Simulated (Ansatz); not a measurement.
# LuH2: pressure against volume

The task here is to estimate one member of a computed series from the others.

Program: Ansatz 0.2.0. Level of theory: DFT LDA, scalar-relativistic. These are calculated values, not measurements.

## The starting structure

The structure is cubic, space group Fm-3m (No. 225). Conventional cell: a = 5.033 Å, b = 5.033 Å, c = 5.033 Å, α = 90.00°, β = 90.00°, γ = 90.00°. Around Lu (site symmetry m-3m) lie 8 H at 2.18 Å. Around H (site symmetry -43m) lie 4 Lu at 2.18 Å.

Coordinates:

```
Lu H
1.0
     0.00000    2.51650    2.51650
     2.51650    0.00000    2.51650
     2.51650    2.51650    0.00000
Lu H
1 2
Cartesian
  0.0000 0.0000 0.0000
  1.2582 1.2582 1.2582
  3.7747 3.7747 3.7747
```

Atoms are numbered in the order of the input: Lu1, H2, H3.

The first run:

File input.yaml:

```yaml
crystal:
  lattice:
    - [0.0, 2.482489074, 2.482489074]
    - [2.482489074, 0.0, 2.482489074]
    - [2.482489074, 2.482489074, 0.0]
  atoms:
    - { symbol: Lu, position: [0.0, 0.0, 0.0] }
    - { symbol: H, position: [0.25, 0.25, 0.25] }
    - { symbol: H, position: [0.75, 0.75, 0.75] }
kpoints:
  mp_grid: { grid: [8, 8, 8] }
  band_path:
    path:
      - [0.0, 0.0, 0.0]
      - [0.5, 0.0, 0.5]
      - [0.625, 0.25, 0.625]
      - [0.375, 0.375, 0.75]
      - [0.0, 0.0, 0.0]
      - [0.5, 0.5, 0.5]
      - [0.5, 0.25, 0.75]
      - [0.5, 0.0, 0.5]
    npoints: 5
scf:
  occupations: { method: fermi_dirac, width: 0.02 }
hamiltonian:
  xc: lda
  pseudopotentials: { kind: all_electron, lapw: { basis_error: 0.001 } }
output:
  forces: true
  stress: true
  eigenvalues: true
```

Started as:

```sh
> ansatz run input.yaml --threads 1 --pin off --max-ram 4096MiB --backend cpu --events-out ev --progress --plain --runs-dir out
```

Among the steps run: Volume × 0.96, LAPW; Volume × 0.96, PAW; Volume × 0.96, crystal datasets; Volume × 0.99, LAPW; Volume × 0.99, PAW; Volume × 0.99, crystal datasets; Volume × 1.02, LAPW; Volume × 1.02, PAW; Volume × 1.02, crystal datasets; Volume × 1.06, LAPW; Volume × 1.06, PAW; Volume × 1.06, crystal datasets.

One table of the session follows, with a row left open; its other results are not shown here.

It belongs to the step «The equation of state». 

```
          method  volume (Å³/atom)  pressure (GPa)
            LAPW            10.199           -3.28
            LAPW            10.518           -5.95
            LAPW            10.837           -8.23
            LAPW            11.262          -10.77
             PAW            10.199           -3.26
             PAW            10.518           -5.93
             PAW            10.837               ?
             PAW            11.262          -10.76
crystal datasets            10.199           -3.28
crystal datasets            10.518           -5.95
crystal datasets            10.837           -8.23
crystal datasets            11.262          -10.77
```

Estimate the missing values for PAW, 10.837.

**Answer.** pressure (GPa): -8.22. In the column «pressure (GPa)» it lies between crystal datasets, 10.837 (-8.23) and LAPW, 10.518 (-5.95).

Caveats from the session: Warnings in the runs' records: gradients without spin orbit, crystal datasets made.
